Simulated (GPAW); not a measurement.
# NiO (F-43m) in GPAW: settings compared

Aim: see how the results for NiO move with the level of theory and the settings. Levels: revPBE, BLYP, r2SCAN. Tasks: band structure.

All numbers are computed with GPAW 26.7.0; they aren't measurements. Logs are shortened: lines on timing, memory, paths and dates and some standing lists are left out, and cuts for length are marked. The log counts tension as positive stress, the text compression.

## Step 1: The crystal as given

It takes space group F-43m (No. 216, cubic). The conventional cell has a = 4.481 Å, b = 4.481 Å, c = 4.481 Å, α = 90.00°, β = 90.00°, γ = 90.00°. Ni (site symmetry -43m) has 4 O at 1.94 Å as nearest neighbours. Around O (site symmetry -43m) lie 4 Ni at 1.94 Å.

The cell was built by a generator and needn't be a form met in nature.

## Step 2: Band structure, revPBE, collinear spin, ferromagnetic start

The input, run.py:

```python
from ase import Atoms
from ase.dft.bandgap import bandgap
from ase.io import write
from ase.units import GPa
from gpaw import GPAW, PW

atoms = Atoms(['Ni', 'O'],
              cell=[[0.0, 2.24063, 2.24063],
                    [2.24063, 0.0, 2.24063],
                    [2.24063, 2.24063, 0.0]],
              scaled_positions=[[0.0, 0.0, 0.0],
                                [0.75, 0.75, 0.75]],
              pbc=True)
atoms.set_initial_magnetic_moments([1.0, 0.0])

calc = GPAW(mode=PW(800),
            xc='revPBE',
            kpts={'size': (7, 7, 7), 'gamma': True},
            occupations={'name': 'fermi-dirac', 'width': 0.05},
            nbands=22,
            convergence={'density': 1e-05, 'energy': 1e-05},
            maxiter=150,
            txt='gpaw.txt')
atoms.calc = calc
energy = atoms.get_potential_energy()
forces = atoms.get_forces()
stress = atoms.get_stress()
calc.write('gs.gpw')
write('result.traj', atoms)
print(f'Energy: {energy:.6f} eV')
print('Forces (eV/A):')
print(forces.round(4))
print('Stress (GPa):', (stress / GPa).round(3))
print('Moments:', calc.get_magnetic_moments().round(3))
print('Fermi level:', round(calc.get_fermi_level(), 4), 'eV')
print(f'Gap: {bandgap(calc)[0]:.4f} eV, direct: {bandgap(calc, direct=True)[0]:.4f} eV')

path = atoms.cell.bandpath('GXWKGLUWLK,UX', npoints=60, eps=1e-4)
bs_calc = calc.fixed_density(kpts=path, symmetry='off', nbands=32,
                             convergence={'bands': 'CBM+6.0', 'eigenstates': 1e-6}, txt='bands.txt')
bs = bs_calc.band_structure()
bs.write('bs.json')
print(f'Gap on the path: {bandgap(bs_calc)[0]:.4f} eV')
```

Potentials or basis: the program's PAW data sets (release 1.2.1) made for this functional, pw.

Run with:

```
OMP_NUM_THREADS=1 python run.py
```

gpaw.txt:

```text
__  _  _
 | _ |_)|_||  |
 |__||  | ||/\| - 26.7.0

Input parameters:
  mode=PW(ecut=800.0),
  convergence={'density': 1e-05, 'energy': 1e-05},
  kpts=MonkhorstPack(size=(7, 7, 7), gamma=True),
  maxiter=150,
  nbands=22,
  occupations=Occupations(name='fermi-dirac', width=0.05),
  xc=XC(name='revPBE')

Diagonalizing LCAO Hamiltonian
Converting LCAO to pw mode

                  O

       Ni

Atoms  # Å, Bohr magnetons
|   | symbol |        x |        y |        z |    initial magnetic moments |
|---|--------|----------|----------|----------|-----------------------------|
| 0 |     Ni | 0.000000 | 0.000000 | 0.000000 | ( 0.0000,  0.0000,  1.0000) |
| 1 |      O | 3.360945 | 3.360945 | 3.360945 | ( 0.0000,  0.0000,  0.0000) |

Unit cell  # Å
| periodic |        x |        y |        z |  lengths |    angles |
|----------|----------|----------|----------|----------|-----------|
|      yes | 0.000000 | 2.240630 | 2.240630 | 3.168729 | 60.000000 |
|      yes | 2.240630 | 0.000000 | 2.240630 | 3.168729 | 60.000000 |
|      yes | 2.240630 | 2.240630 | 0.000000 | 3.168729 | 60.000000 |

Number of symmetries: 24
Symmetry operations  # r_c * U_cc + t_c -> r_c
|    | kind |            matrix            |
|----|------|------------------------------|
|  0 |  E   |  1, 0, 0,  0, 1, 0,  0, 0, 1 |
|  1 |  σ   |  1, 0, 0,  0, 0, 1,  0, 1, 0 |
|  2 |  σ   |  1, 0,-1,  0, 1,-1,  0, 0,-1 |
|  3 |  C3  |  1, 0,-1,  0, 0,-1,  0, 1,-1 |
|  4 |  C3  |  1,-1, 0,  0,-1, 1,  0,-1, 0 |
|  5 |  σ   |  1,-1, 0,  0,-1, 0,  0,-1, 1 |
|  6 |  σ   |  0, 1, 0,  1, 0, 0,  0, 0, 1 |
|  7 |  C3  |  0, 1, 0,  0, 0, 1,  1, 0, 0 |
|  8 |  C2  |  0, 1,-1,  1, 0,-1,  0, 0,-1 |
|  9 |  S4  |  0, 1,-1,  0, 0,-1,  1, 0,-1 |
| 10 |  C3  |  0, 0, 1,  1, 0, 0,  0, 1, 0 |
| 11 |  σ   |  0, 0, 1,  0, 1, 0,  1, 0, 0 |
| 12 |  S4  |  0, 0,-1,  1, 0,-1,  0, 1,-1 |
| 13 |  C3  |  0, 0,-1,  0, 1,-1,  1, 0,-1 |
| 14 |  S4  |  0,-1, 1,  1,-1, 0,  0,-1, 0 |
| 15 |  C2  |  0,-1, 1,  0,-1, 0,  1,-1, 0 |
| 16 |  C3  |  0,-1, 0,  1,-1, 0,  0,-1, 1 |
| 17 |  S4  |  0,-1, 0,  0,-1, 1,  1,-1, 0 |
| 18 |  S4  | -1, 1, 0, -1, 0, 1, -1, 0, 0 |
| 19 |  C3  | -1, 1, 0, -1, 0, 0, -1, 0, 1 |
| 20 |  C3  | -1, 0, 1, -1, 1, 0, -1, 0, 0 |
| 21 |  S4  | -1, 0, 1, -1, 0, 0, -1, 1, 0 |
| 22 |  σ   | -1, 0, 0, -1, 1, 0, -1, 0, 1 |
| 23 |  C2  | -1, 0, 0, -1, 0, 1, -1, 1, 0 |

BZ-sampling:
  Number of BZ points: 343
  Number of IBZ points: 20

  Monkhorst-Pack size: [7, 7, 7]
  Monkhorst-Pack shift: [0, 0, 0]

K-points  # in reciprocal-cell coordinates
|     |                                coordinates |     weight |
|-----|--------------------------------------------|------------|
|   0 | (  0.00000000,   0.00000000,   0.00000000) | 0.00291545 |
|   1 | (  0.14285714,   0.14285714,   0.00000000) | 0.01749271 |
|   2 | (  0.14285714,   0.14285714,   0.14285714) | 0.02332362 |
|   3 | (  0.28571429,   0.14285714,   0.14285714) | 0.03498542 |
|   4 | (  0.28571429,   0.28571429,   0.00000000) | 0.01749271 |
|   5 | (  0.28571429,   0.28571429,   0.14285714) | 0.06997085 |
|   6 | (  0.28571429,   0.28571429,   0.28571429) | 0.02332362 |
|   7 | (  0.42857143,  -0.28571429,  -0.28571429) | 0.03498542 |
|   8 | (  0.42857143,   0.28571429,  -0.42857143) | 0.13994169 |
|   9 | (  0.42857143,   0.28571429,  -0.28571429) | 0.06997085 |
| ... |                                            |            |
|  19 | (  0.42857143,   0.42857143,   0.42857143) | 0.02332362 |

Plane wave coefficients: 1173
Cutoff: 800.0 eV

Spin-components: 2 (collinear spins)
Bands:           22
Projectors:      11
Spin-degeneracy: 1
Datatype:        complex128

Parallelization:
  kpt:    1
  domain: 1
  band:   1

Density:
  Valence electrons: 22.0
  Components: 2
  Grid points: [21 21 21]
  Charge: 0.0  # |e|

Potential:
  Grid points: [21 21 21]

species:
  Ni:
    name:    Nickel
    Z:       28.0
    valence: 16
    core:    12
    charge:  0.0  # [|e|]
    compensation charges:
      type: gauss
      rc: 0.36  # [Å]
      lmax: 2
    cutoffs:
      filter: 2.14  # [Å]
[... 2 lines left out ...]
    | kind |    occ | energy [eV] | rcut [Å] |
    |------|--------|-------------|----------|
    |   4s |  2.000 |      -5.570 |    1.164 |
    |   3p |  6.000 |     -71.384 |    1.207 |
    |   4p |  0.000 |      -1.198 |    1.207 |
    |   3d |  8.000 |      -8.815 |    1.138 |
    |    s |        |      21.642 |    1.164 |
    |    d |        |      18.396 |    1.138 |

    Using partial waves for Ni as LCAO basis

  O:
    name:    Oxygen
    Z:       8.0
    valence: 6
    core:    2
    charge:  0.0  # [|e|]
    compensation charges:
      type: gauss
      rc: 0.21  # [Å]
      lmax: 2
    cutoffs:
      filter: 1.17  # [Å]
      core: 0.83  # [Å]
    projectors
    | kind |    occ | energy [eV] | rcut [Å] |
    |------|--------|-------------|----------|
    |   2s |  2.000 |     -23.998 |    0.688 |
    |   2p |  4.000 |      -8.969 |    0.598 |
    |    s |        |       3.214 |    0.688 |
    |    p |        |      18.243 |    0.598 |
    |    d |        |       0.000 |    0.619 |

    Using partial waves for O as LCAO basis

Reference energy: -43414.432453  # eV

eigensolver:
  PPCG
  Converge bands: occupied
  niter=2

density mixing:
  MSR1-Mixer
  Pratt-step length: 0.05
  Maximum mixing coefficient: 0.75
  Old densities: 10
  SVD Regularization: 0.005
  Good broyden scale: 1.0
  Trust region scale: 1.0
  Backstep threshold: 4.0
  History deletion threshold: 6.0
  Fourier metric: weight=20.0, sigma=0.015

occupation numbers:
  Fermi-Dirac:
    width: 0.0500  # eV

poisson solver:
  ecut: 6400.0  # eV

xc functional:
  name: revPBE with 2 nearest neighbor stencil

convergence criteria:
- Maximum integral of absolute [dens]ity change: 1e-05 electrons / valence electron
- Maximum [total energy] change in last 3 cyles: 1e-05 eV / valence electron
- Maximum integral of absolute [eigenst]ate change: 4e-08 eV^2 / valence electron
maximum number of iterations: 150

SCF iterations
|iter     | |      energy | eigst |  dens |  magmom |
|---------|-|-------------|-------|-------|---------|
|iter:   1| |  -13.277487 | +0.19 |       |  +1.0004|
|iter:   2| |  -13.088122 | -2.02 | -1.03 |  +1.0226|
|iter:   3| |  -12.655010 | -2.10 | -1.08 |  +1.1801|
|iter:   4| |  -12.690810 | -2.75 | -1.50 |  +1.3079|
|iter:   5| |  -12.676358 | -3.50 | -1.68 |  +1.3443|
|iter:   6| |  -12.705287 | -3.25 | -1.77 |  +1.5289|
|iter:   7| |  -12.722865 | -3.35 | -1.94 |  +1.7718|
|iter:   8| |  -12.725410 | -3.90 | -2.04 |  +1.7947|
|iter:   9| |  -12.727709 | -3.94 | -2.36 |  +1.9147|
|iter:  10| |  -12.727825 | -5.84 | -3.09 |  +1.9337|
|iter:  11| |  -12.727797c| -5.99 | -3.57 |  +1.9268|
|iter:  12| |  -12.727814c| -7.40c| -4.00 |  +1.9305|
|iter:  13| |  -12.727812c| -8.71c| -4.46 |  +1.9300|
|iter:  14| |  -12.727812c| -7.94c| -5.04c|  +1.9300|

Converged in 14 steps
Energy contributions relative to reference atoms: (reference = -43414.432453)

Energy contributions:
  Kinetic:          23.428207
  Coulomb:         -21.158093
  Zero:              0.290262
  External:          0.000000
  Xc:              -15.280214
  Entropy:          -0.015946
  Spinorbit:         0.000000
  ----------------------------
  Free energy:     -12.735785
  Extrapolated:    -12.727812

dipole moment: (-7.925149, -7.925149, -7.925149)  # |e|*Ang

Total magnetic moment: (0.000000, 0.000000, 1.929967)

Local magnetic moments
|        x |        y |        z |
|----------|----------|----------|
| 0.000000 | 0.000000 | 1.542388 |  # Ni   0
| 0.000000 | 0.000000 | 0.273185 |  # O    1

Fermi level: 5.925
Eigenvalues  # (at kpt = [0.000, 0.000, 0.000])
| band index |      eig [eV] | occ [0-1] |      eig [eV] | occ [0-1] |
|------------|---------------|-----------|---------------|-----------|
|          0 |       -59.174 |     1.000 |       -57.327 |     1.000 |
|          1 |       -59.174 |     1.000 |       -57.327 |     1.000 |
|          2 |       -59.174 |     1.000 |       -57.327 |     1.000 |
|          3 |       -14.232 |     1.000 |       -13.642 |     1.000 |
|          4 |        -0.200 |     1.000 |         0.823 |     1.000 |
|          5 |        -0.200 |     1.000 |         0.823 |     1.000 |
[... 9 lines left out ...]
|         15 |        20.025 |     0.000 |        20.272 |     0.000 |
|         16 |        26.449 |     0.000 |        26.703 |     0.000 |
|        ... |               |           |               |           |
|         21 |        28.697 |     0.000 |        28.942 |     0.000 |

No gap
No difference between direct/indirect transitions

Forces  # eV/Ang
|        x |       y |        z |
|----------|---------|----------|
|  0.00000 | 0.00000 |  0.00000 |  # Ni   0
| -0.00000 | 0.00000 | -0.00000 |  # O    1

Stress tensor  # eV/Ang^3
|         x |         y |         z |
|-----------|-----------|-----------|
| -0.048146 | -0.000000 |  0.000000 |
| -0.000000 | -0.048146 |  0.000000 |
|  0.000000 |  0.000000 | -0.048146 |

# Writing to gs.gpw (mode='')
```

Run time: 75 s. Hardware: 1 thread of Arm Neoverse V1, shared host; peak memory 0.27 GiB.

Results:

```
Free energy             : -12.7358 eV
Pressure                : 7.7 GPa
Band gap along the path : none (metal or under the smearing width)
Net moment              : 1.93 μB per cell
Site moments            : Ni +1.54; O +0.27 μB
```

Levels at the corners of the path, in eV from the Fermi level:
Spin up:
| point | band 10 | band 11 | band 12 | band 13 |
| --- | --- | --- | --- | --- |
| Γ | 0.11 | 0.11 | 0.11 | 0.29 |
| X | -1.95 | -1.95 | -1.83 | 5.31 |
| W | -2.26 | -2.10 | -1.11 | 7.04 |
| K | -2.42 | -1.58 | -1.36 | 6.58 |
| Γ | 0.11 | 0.11 | 0.11 | 0.29 |
| L | -2.44 | -0.73 | -0.73 | 5.73 |
| U | -2.42 | -1.58 | -1.36 | 6.58 |
| W | -2.26 | -2.10 | -1.11 | 7.04 |
| L | -2.44 | -0.73 | -0.73 | 5.73 |
| K | -2.42 | -1.58 | -1.36 | 6.58 |
| U | -2.42 | -1.58 | -1.36 | 6.58 |
| X | -1.95 | -1.95 | -1.83 | 5.31 |
Spin down:
| point | band 6 | band 7 | band 8 | band 9 | band 10 | band 11 | band 12 | band 13 |
| --- | --- | --- | --- | --- | --- | --- | --- | --- |
| Γ | -5.10 | -5.10 | -1.41 | -1.41 | 0.55 | 1.80 | 1.80 | 1.80 |
| X | -4.55 | -4.55 | -1.59 | -1.09 | -0.79 | -0.09 | -0.09 | 5.79 |
| W | -5.45 | -4.63 | -1.66 | -1.28 | -1.00 | -0.21 | 0.35 | 7.58 |
| K | -5.19 | -4.64 | -1.69 | -1.19 | -0.81 | -0.08 | 0.26 | 7.06 |
| Γ | -5.10 | -5.10 | -1.41 | -1.41 | 0.55 | 1.80 | 1.80 | 1.80 |
| L | -4.87 | -4.87 | -1.20 | -1.20 | -0.75 | 0.86 | 0.86 | 6.03 |
| U | -5.19 | -4.64 | -1.69 | -1.19 | -0.81 | -0.08 | 0.26 | 7.06 |
| W | -5.45 | -4.63 | -1.66 | -1.28 | -1.00 | -0.21 | 0.35 | 7.58 |
| L | -4.87 | -4.87 | -1.20 | -1.20 | -0.75 | 0.86 | 0.86 | 6.03 |
| K | -5.19 | -4.64 | -1.69 | -1.19 | -0.81 | -0.08 | 0.26 | 7.06 |
| U | -5.19 | -4.64 | -1.69 | -1.19 | -0.81 | -0.08 | 0.26 | 7.06 |
| X | -4.55 | -4.55 | -1.59 | -1.09 | -0.79 | -0.09 | -0.09 | 5.79 |

Caveat: the stock nickel data set gives pressures a few GPa off other programs; a cell with one magnetic atom can't hold antiferromagnetic order, which such compounds often take; semilocal functionals often make such compounds metallic where correlation or magnetic order opens a gap, which also shifts bond lengths.

(Part 1 of 2 ends here.)
